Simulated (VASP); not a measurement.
# NaI (Fm-3m) in VASP: notebook

Aim: see how the results for NaI move with the level of theory and the settings. Levels: LDA, PBE. Tasks: dielectric tensor, phonons, elastic constants, band structure.

Everything below comes from runs of VASP 6.6.1. Logs are shortened: lines on timing, memory, paths and dates and some standing lists are left out, and cuts for length are marked.

**Measured values to compare with.**

A printed reference work, monograph reports, for a bulk crystal of NaI: high-frequency dielectric constant 3.01.

The results are compared with them further down.

## 1. Starting point

It takes space group Fm-3m (No. 225, cubic). The conventional cell has a = 6.262 Å, b = 6.262 Å, c = 6.262 Å, α = 90.00°, β = 90.00°, γ = 90.00°. Around Na (site symmetry m-3m) lie 6 I at 3.13 Å. Around I (site symmetry m-3m) lie 6 Na at 3.13 Å.

## 2. Dielectric tensor, LDA

The input, INCAR:

```
SYSTEM = NaI
PREC = Accurate
ENCUT = 600
EDIFF = 1E-8
ISMEAR = 0
SIGMA = 0.03
LREAL = .FALSE.
LASPH = .TRUE.
NELM = 80
ALGO = Normal
ISIF = 2
LWAVE = .FALSE.
LCHARG = .FALSE.
LEPSILON = .TRUE.
```

The input, KPOINTS:

```
regular mesh
0
Monkhorst
  12 12 12
  0 0 0
```

The input, POSCAR:

```
NaI                                     
1.0
    0.0000000000      3.1310799936      3.1310799936
    3.1310799936      0.0000000000      3.1310799936
    3.1310799936      3.1310799936      0.0000000000
  Na              I             
     1     1
Direct
     0.0000000000000000    1.0000000000000000    1.0000000000000000
     0.5000000000000000    0.5000000000000000    0.5000000000000000
```

Potentials or basis: VASP PAW LDA potentials, release 64 (Na_pv, I).

Run with:

```sh
cat potpaw_LDA.64/Na_pv/POTCAR potpaw_LDA.64/I/POTCAR > POTCAR
mpirun -np 1 vasp_std > vasp.out
```

OUTCAR:

```text
SYSTEM = NaI
   PREC = Accurate
   ENCUT = 600
   EDIFF = 1E-8
   ISMEAR = 0
   LREAL = .FALSE.
   LASPH = .TRUE.
   NELM = 80
   ISIF = 2
   LEPSILON = .TRUE.

 ion  position               nearest neighbor table
   1  0.000  0.000  0.000-   2 3.13   2 3.13   2 3.13   2 3.13   2 3.13   2 3.13
   2  0.500  0.500  0.500-   1 3.13   1 3.13   1 3.13   1 3.13   1 3.13   1 3.13

  LATTYP: Found a face centered cubic cell.
 ALAT       =     6.2621599872

  Lattice vectors:

 A1 = (   0.0000000000,   3.1310799936,   3.1310799936)
 A2 = (   3.1310799936,   0.0000000000,   3.1310799936)
 A3 = (   3.1310799936,   3.1310799936,   0.0000000000)

Analysis of symmetry for initial positions (statically):
=====================================================================
 Subroutine PRICEL returns:
 Original cell was already a primitive cell.

 Routine SETGRP: Setting up the symmetry group for a
 face centered cubic supercell.

 Subroutine GETGRP returns: Found 48 space group operations
 (whereof 48 operations were pure point group operations)
 out of a pool of 48 trial point group operations.

The static configuration has the point symmetry O_h .

Analysis of symmetry for dynamics (positions and initial velocities):
=====================================================================
 Subroutine PRICEL returns:
 Original cell was already a primitive cell.

 Routine SETGRP: Setting up the symmetry group for a
 face centered cubic supercell.

 Subroutine GETGRP returns: Found 48 space group operations
 (whereof 48 operations were pure point group operations)
 out of a pool of 48 trial point group operations.

The dynamic configuration has the point symmetry O_h .

 Subroutine INISYM returns: Found 48 space group operations
 (whereof 48 operations are pure point group operations),
 and found     1 'primitive' translations

----------------------------------------------------------------------------------------

                                     Primitive cell

  volume of cell :      61.3921

  direct lattice vectors                    reciprocal lattice vectors
     0.000000000  3.131079994  3.131079994    -0.159689309  0.159689309  0.159689309
     3.131079994  0.000000000  3.131079994     0.159689309 -0.159689309  0.159689309
[... 490 lines left out ...]
 -----------------------------------------------------------------------------------
      0.00000      0.00000      0.00000         0.000000      0.000000     -0.000000
      3.13108      3.13108      3.13108         0.000000      0.000000      0.000000
 -----------------------------------------------------------------------------------
    total drift:                                0.000000      0.000000      0.000000

  FREE ENERGIE OF THE ION-ELECTRON SYSTEM (eV)
  ---------------------------------------------------
  free  energy   TOTEN  =        -6.0171453873 eV

  energy  without entropy=       -6.0171453873  energy(sigma->0) =       -6.01714539

 HEAD OF MICROSCOPIC STATIC DIELECTRIC TENSOR (INDEPENDENT PARTICLE, excluding Hartree and local field effects)
 ------------------------------------------------------
           4.077248     0.000000    -0.000000
          -0.000000     4.077248     0.000000
          -0.000000    -0.000000     4.077248
 ------------------------------------------------------

 Free energy of the ion-electron system (eV)
  ---------------------------------------------------
  ---------------------------------------------------
  free energy    TOTEN  =        -0.49254631 eV

  energy without entropy =       -0.49254631

------------------------ aborting loop because EDIFF is reached ----------------------------------------

--------------------------------------- Ionic step        2  -------------------------------------------

------------------------ aborting loop because EDIFF is reached ----------------------------------------

--------------------------------------- Ionic step        3  -------------------------------------------

 Free energy of the ion-electron system (eV)
  ---------------------------------------------------
  ---------------------------------------------------
  free energy    TOTEN  =        -0.49254605 eV

  energy without entropy =       -0.49254605

------------------------ aborting loop because EDIFF is reached ----------------------------------------

 PIEZOELECTRIC TENSOR FIELD DIRECTION 3  (e Angst)
 -----------------------------------------------------------------------------
    -0.00068  0.00000  0.00000           (  0.00001  0.00000  0.00000)
     0.00000 -0.00068 -0.00000           (  0.00000  0.00001  0.00000)
    -0.00000  0.00000 -0.00049           (  0.00000  0.00000  0.00002)

 PIEZOELECTRIC TENSOR FIELD DIRECTION 3  (C/m^2)
 -----------------------------------------------------------------------------
    -0.00018  0.00000  0.00000
     0.00000 -0.00018 -0.00000
    -0.00000  0.00000 -0.00013

 MACROSCOPIC STATIC DIELECTRIC TENSOR (including local field effects in DFT)
 ------------------------------------------------------
           3.624469     0.000000     0.000000
          -0.000000     3.624469    -0.000000
          -0.000000    -0.000000     3.624469
 ------------------------------------------------------

 PIEZOELECTRIC TENSOR (including local field effects)  for field in x, y, z        (e  Angst)
          XX          YY          ZZ          XY          YZ          ZX
  --------------------------------------------------------------------------------
  x     0.00000     0.00000     0.00000     0.00000     0.00000     0.00000
  y     0.00000     0.00000     0.00000     0.00000     0.00000     0.00000
  z     0.00000     0.00000     0.00000     0.00000     0.00000     0.00000

 PIEZOELECTRIC TENSOR (including local field effects)  for field in x, y, z        (C/m^2)
          XX          YY          ZZ          XY          YZ          ZX
  --------------------------------------------------------------------------------
  x     0.00000     0.00000     0.00000     0.00000     0.00000     0.00000
  y     0.00000     0.00000     0.00000     0.00000     0.00000     0.00000
  z     0.00000     0.00000     0.00000     0.00000     0.00000     0.00000

 BORN EFFECTIVE CHARGES (including local field effects) (in |e|, cummulative output)
 ---------------------------------------------------------------------------------
 ion    1
    1     1.16290     0.00000     0.00000
    2     0.00000     1.16290     0.00000
    3     0.00000     0.00000     1.16290
 ion    2
    1    -1.16290     0.00000     0.00000
    2     0.00000    -1.16290     0.00000
    3     0.00000     0.00000    -1.16290
```

OSZICAR:

```text
N       E                     dE             d eps       ncg     rms          rms(c)
DAV:   1     0.815505938031E+02    0.81551E+02   -0.73166E+03  4004   0.129E+03
DAV:   2     0.463643401641E+00   -0.81087E+02   -0.76421E+02  4278   0.249E+02
DAV:   3    -0.589549432058E+01   -0.63591E+01   -0.62789E+01  4873   0.696E+01
[... 12 lines left out ...]
RMM:   8    -0.492566408920E+00   -0.10271E-03   -0.43944E-06 18932   0.131E-02    0.110E-03
RMM:   9    -0.492548829418E+00    0.17580E-04   -0.39503E-07 21063   0.463E-03    0.533E-04
RMM:  10    -0.492546830580E+00    0.19988E-05   -0.16626E-07 21476   0.167E-03    0.125E-04
RMM:  11    -0.492545748833E+00    0.10817E-05   -0.12912E-07 16825   0.686E-04    0.420E-05
RMM:  12    -0.492545855761E+00   -0.10693E-06   -0.19779E-08 13482   0.380E-04    0.373E-05
RMM:  13    -0.492546050787E+00   -0.19503E-06    0.47929E-09  9632   0.188E-04    0.842E-06
```

Run time: 15 min. Hardware: 1 thread of Intel Xeon 6975P-C (Granite Rapids), shared host; peak memory 0.97 GiB.

Results:

```yaml
Electronic_dielectric_tensor_diagonal: 3.62
Born_charges_mean_of_the_diagonal: Na +1.16; I -1.16 e
```

Electronic dielectric tensor:
```
3.62 0.00 0.00
0.00 3.62 0.00
0.00 0.00 3.62
```

Born effective charge tensors (e):
atom 1, Na
```
1.16 0.00 0.00
0.00 1.16 0.00
0.00 0.00 1.16
```
atom 2, I
```
-1.16  0.00  0.00
 0.00 -1.16  0.00
 0.00  0.00 -1.16
```

## 3. Phonons, PBE

This run uses another cell than the first one, of 34.79 Å³/atom, 1.133 times its volume.

The input, POSCAR:

```
NaI
1.0
    0.0000000000      3.2643894140      3.2643894140
    3.2643894140      0.0000000000      3.2643894140
    3.2643894140      3.2643894140      0.0000000000
  Na              I
     1     1
Direct
     0.0000000000000000    0.0000000000000000    0.0000000000000000
     0.5000000000000000    0.5000000000000000    0.5000000000000000
```

The input, INCAR.step1:

```
ALGO     = Normal         # electronic algorithm
EDIFF    = 1E-8           # SCF threshold, eV
EDIFFG   = -0.002         # ionic threshold
ENCUT    = 600            # plane-wave cutoff, eV
GGA      = PE             # functional
IBRION   = 2              # ionic algorithm
ISIF     = 3              # what is computed and relaxed
ISMEAR   = 0              # smearing method
LASPH    = T              # aspherical terms in the spheres
LCHARG   = F              # write CHGCAR
LREAL    = F              # projectors in reciprocal space
LWAVE    = F              # write WAVECAR
NELM     = 80             # most SCF steps
NSW      = 40             # ionic steps
PREC     = Accurate       # precision mode
SIGMA    = 0.03           # smearing width, eV
```

The input, INCAR.step2:

```
ALGO     = Normal         # electronic algorithm
EDIFF    = 1E-8           # SCF threshold, eV
ENCUT    = 600            # plane-wave cutoff, eV
GGA      = PE             # functional
IBRION   = 6              # ionic algorithm
ISIF     = 2              # what is computed and relaxed
ISMEAR   = 0              # smearing method
LASPH    = T              # aspherical terms in the spheres
LCHARG   = F              # write CHGCAR
LREAL    = F              # projectors in reciprocal space
LWAVE    = F              # write WAVECAR
NELM     = 80             # most SCF steps
NFREE    = 2            
NSW      = 1              # ionic steps
POTIM    = 0.015          # step
PREC     = Accurate       # precision mode
SIGMA    = 0.03           # smearing width, eV
```

The input, KPOINTS:

```
k-points
0
Gamma
  8 8 8
```

Potentials or basis: VASP PAW PBE potentials, release 64 (Na_pv, I).

Run with:

```sh
cat potpaw_PBE.64/Na_pv/POTCAR potpaw_PBE.64/I/POTCAR > POTCAR
cp INCAR.step1 INCAR
mpirun -np 1 vasp_std > vasp.out
cp CONTCAR POSCAR
cp INCAR.step2 INCAR
mpirun -np 1 vasp_std > vasp.out
```

OUTCAR:

```text
EDIFF = 1E-8
   ENCUT = 600
   GGA = PE
   IBRION = 6
   ISIF = 2
   ISMEAR = 0
   LASPH = T
   LREAL = F
   NELM = 80
   NFREE = 2
   NSW = 1
   POTIM = 0.015
   PREC = Accurate

 ion  position               nearest neighbor table
   1  0.000  0.000  0.000-
   2  0.500  0.500  0.500-

  LATTYP: Found a face centered cubic cell.
 ALAT       =     6.5297998390

  Lattice vectors:

 A1 = (   0.0000000000,   3.2648999195,   3.2648999195)
 A2 = (   3.2648999195,   0.0000000000,   3.2648999195)
 A3 = (   3.2648999195,   3.2648999195,   0.0000000000)

Analysis of symmetry for initial positions (statically):
=====================================================================
 Subroutine PRICEL returns:
 Original cell was already a primitive cell.

 Routine SETGRP: Setting up the symmetry group for a
 face centered cubic supercell.

 Subroutine GETGRP returns: Found 48 space group operations
 (whereof 48 operations were pure point group operations)
 out of a pool of 48 trial point group operations.

The static configuration has the point symmetry O_h .

Analysis of symmetry for dynamics (positions and initial velocities):
=====================================================================
 Subroutine PRICEL returns:
 Original cell was already a primitive cell.

 Routine SETGRP: Setting up the symmetry group for a
 face centered cubic supercell.

 Subroutine GETGRP returns: Found 48 space group operations
 (whereof 48 operations were pure point group operations)
 out of a pool of 48 trial point group operations.

The dynamic configuration has the point symmetry O_h .
[... 311 lines left out ...]

 k-point     1 :       0.0000    0.0000    0.0000
  band No.  band energies     occupation
      1     -21.8446      2.00000
      2     -21.8446      2.00000
      3     -21.8446      2.00000
      4     -10.3248      2.00000
      5       0.6270      2.00000
      6       0.6271      2.00000
      7       0.6271      2.00000
      8       4.1995      0.00000
      9       8.5552      0.00000
     10       8.5552      0.00000
     11       8.5553      0.00000
[... 309 lines left out ...]
 k-point    24 :      -0.3750    0.2500    0.1250
  band No.  band energies     occupation
      1     -21.8484      2.00000
      2     -21.8460      2.00000
      3     -21.8453      2.00000
      4      -9.9963      2.00000
      5      -1.1962      2.00000
      6      -0.2388      2.00000
      7       0.1669      2.00000
      8       6.7323      0.00000
      9       6.8785      0.00000
     10       8.8086      0.00000
     11       8.8376      0.00000

 [... further k-points ...]

------------------------ aborting loop because EDIFF is reached ----------------------------------------

  FORCE on cell =-STRESS in cart. coord.  units (eV):
  Direction    XX          YY          ZZ          XY          YZ          ZX
  --------------------------------------------------------------------------------------
  -------------------------------------------------------------------------------------
  Total        0.0048365      0.0032219      0.0032219      0.0000000     -0.0000000      0.0000000
  in kB        0.1113278      0.0741623      0.0741623      0.0000000     -0.0000000      0.0000000
  external PRESSURE =       0.0865508 kB  Pullay stress =       0.0000000 kB
[... 17 lines left out ...]
  FREE ENERGIE OF THE ION-ELECTRON SYSTEM (eV)
  ---------------------------------------------------
  free  energy   TOTEN  =        -5.3874980090 eV

  energy  without entropy=       -5.3874980090  energy(sigma->0) =       -5.38749801

 INTERNAL STRAIN TENSORS FROM DISPLACED ATOMS
 ============================================

 INTERNAL STRAIN TENSOR FOR ION    1 for displacements in x,y,z  (eV/Angst):
          X           Y           Z          XY          YZ          ZX
  --------------------------------------------------------------------------------
  x     0.00000     0.00000     0.00000     0.00000     0.00000     0.00000
  y     0.00000     0.00000     0.00000     0.00000     0.00000     0.00000
  z     0.00000     0.00000     0.00000     0.00000     0.00000     0.00000

 INTERNAL STRAIN TENSOR FOR ION    2 for displacements in x,y,z  (eV/Angst):
          X           Y           Z          XY          YZ          ZX
  --------------------------------------------------------------------------------
  x     0.00000     0.00000     0.00000     0.00000     0.00000     0.00000
  y     0.00000     0.00000     0.00000     0.00000     0.00000     0.00000
  z     0.00000     0.00000     0.00000     0.00000     0.00000     0.00000

 Eigenvectors and eigenvalues of the dynamical matrix
 ----------------------------------------------------

   1 f  =    3.090552 THz    19.418511 2PiTHz  103.089718 cm-1    12.781490 meV
             X         Y         Z           dx          dy          dz
      0.000000  0.000000  0.000000     0.000000    0.919448    0.000000
      3.264900  3.264900  3.264900     0.000000   -0.393212    0.000000
[... 21 lines left out ...]
   6 f/i=    0.005312 THz     0.033375 2PiTHz    0.177183 cm-1     0.021968 meV
             X         Y         Z           dx          dy          dz
      0.000000  0.000000  0.000000     0.000000    0.000000   -0.393212
      3.264900  3.264900  3.264900     0.000000    0.000000   -0.919448

 ELASTIC MODULI CONTR FROM IONIC RELAXATION (kBar)
 Direction    XX          YY          ZZ          XY          YZ          ZX
 --------------------------------------------------------------------------------
 XX           0.0000      0.0000      0.0000      0.0000      0.0000      0.0000
 YY           0.0000      0.0000      0.0000      0.0000      0.0000      0.0000
 ZZ           0.0000      0.0000      0.0000      0.0000      0.0000      0.0000
 XY           0.0000      0.0000      0.0000      0.0000      0.0000      0.0000
 YZ           0.0000      0.0000      0.0000      0.0000      0.0000      0.0000
 ZX           0.0000      0.0000      0.0000      0.0000      0.0000      0.0000
 --------------------------------------------------------------------------------
```

OUTCAR.step1:

```text
EDIFF = 1E-8
   EDIFFG = -0.002
   ENCUT = 600
   GGA = PE
   IBRION = 2
   ISIF = 3
   ISMEAR = 0
   LASPH = T
   LREAL = F
[... 607 lines left out ...]
      0.00000      3.26490      3.26490        -0.000000      0.000000     -0.000000
      3.26490      3.26490      3.26490         0.000000     -0.000000      0.000000
 -----------------------------------------------------------------------------------
    total drift:                               -0.000000     -0.000000     -0.000000

  FREE ENERGIE OF THE ION-ELECTRON SYSTEM (eV)
  ---------------------------------------------------
  free  energy   TOTEN  =        -5.3875807624 eV

  energy  without entropy=       -5.3875807624  energy(sigma->0) =       -5.38758076

 reached required accuracy - stopping structural energy minimisation
```

OSZICAR.step1:

```text
N       E                     dE             d eps       ncg     rms          rms(c)
DAV:   1     0.821535721999E+02    0.82154E+02   -0.72694E+03   638   0.128E+03
DAV:   2     0.174193786305E+01   -0.80412E+02   -0.75402E+02   685   0.246E+02
DAV:   3    -0.524267513640E+01   -0.69846E+01   -0.69371E+01   776   0.731E+01
[... 19 lines left out ...]
DAV:   6    -0.538758091114E+01    0.95865E-07   -0.67986E-08   722   0.346E-03    0.279E-03
DAV:   7    -0.538758100684E+01   -0.95701E-07   -0.15232E-09   328   0.318E-04    0.482E-03
DAV:   8    -0.538758082322E+01    0.18362E-06   -0.18584E-09   328   0.382E-04    0.105E-03
DAV:   9    -0.538758075589E+01    0.67326E-07   -0.83131E-10   328   0.232E-04    0.424E-04
DAV:  10    -0.538758076237E+01   -0.64824E-08   -0.13766E-10   328   0.133E-04
   2 F= -.53875808E+01 E0= -.53875808E+01  d E =-.215877E-05
```

It took 2.2 min on 1 thread of AMD EPYC 9R45 (Zen 5), shared host; peak memory 0.26 GiB.

Results:

```yaml
Highest_phonon_frequency_at_Γ_LO-TO_splitting_left_out: 103 cm⁻¹
```

Phonon frequencies in cm⁻¹ (negative: imaginary):
| q point | frequencies |
| --- | --- |
| (0.000, 0.000, 0.000) | 0 0 0 103 103 103 |

[end of part 1 of 3]
